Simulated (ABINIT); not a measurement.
**Al2O3: band structure with PBE**

The system is Al2O3.

```
Al O
1.0
     4.61378    0.00000    0.00000
     0.00000    9.56328    0.00000
     0.00000    0.00000    3.11986
Al O
4 6
Direct
  0.98298 0.82457 0.00000
  0.01702 0.17543 0.00000
  0.48297 0.67543 0.50000
  0.51702 0.32457 0.50000
  0.50000 0.50000 0.50000
  0.12363 0.75305 0.50000
  0.37637 0.25305 0.00000
  0.62364 0.74695 0.00000
  0.00000 0.00000 0.00000
  0.87636 0.24695 0.50000
```

Measurements of this composition are mostly on another form, of space group No. 167.

- Program: ABINIT 10.8.3 (patched build)
- Task: band structure
- Functional: PBE
- Potentials or basis: JTH PAW PBE v2.0
- Cutoff: 626 eV
- k mesh: 6 × 3 × 9
- Occupations: fermi-dirac, width 0.05 eV
- Spin: no spin polarisation
- Fine-grid cutoff: 1224.51 eV

| Property | Result |
| --- | --- |
| Pressure | 0.5 GPa |
| Largest force | 0.184 eV/Å |
| Band gap on the k mesh | 3.50 eV, direct |
| Band gap along the path | 3.50 eV, direct |

Forces on the atoms (eV/Å):
```
Al  -0.048 -0.118  0.000
Al   0.048  0.118  0.000
Al  -0.048  0.118  0.000
Al   0.048 -0.118  0.000
O    0.000  0.000  0.000
O    0.137 -0.123  0.000
O   -0.137 -0.123  0.000
O    0.137  0.123  0.000
O    0.000  0.000  0.000
O   -0.137  0.123  0.000
```

Stress tensor (GPa, compression positive):
```
 1.43  0.00  0.00
 0.00  2.73  0.00
 0.00  0.00 -2.70
```

Levels at the corners of the path, in eV from the valence-band top:
| point | band 22 | band 23 | band 24 | band 25 | band 26 | band 27 |
| --- | --- | --- | --- | --- | --- | --- |
| Γ | -0.53 | -0.06 | 0.00 | 3.50 | 5.05 | 6.14 |
| X | -1.07 | -0.71 | -0.71 | 7.72 | 7.72 | 8.04 |
| S | -1.21 | -0.56 | -0.56 | 6.93 | 6.93 | 8.07 |
| Y | -0.88 | -0.02 | -0.02 | 5.99 | 5.99 | 6.52 |
| Γ | -0.53 | -0.06 | 0.00 | 3.50 | 5.05 | 6.14 |
| Z | -0.73 | -0.03 | -0.03 | 4.17 | 4.17 | 6.52 |
| U | -1.14 | -0.61 | -0.61 | 7.64 | 7.64 | 8.08 |
| R | -1.05 | -0.72 | -0.72 | 7.14 | 7.14 | 8.05 |
| T | -0.81 | -0.02 | -0.02 | 5.98 | 5.98 | 6.48 |
| Z | -0.73 | -0.03 | -0.03 | 4.17 | 4.17 | 6.52 |

Wall time 11 min on 1 thread of Arm Neoverse V2, with other jobs on the host, peak memory 0.49 GiB.

Caveat: the atomic spheres overlap. Expect the measured gap to be larger: semilocal functionals such as PBE lack the derivative discontinuity.
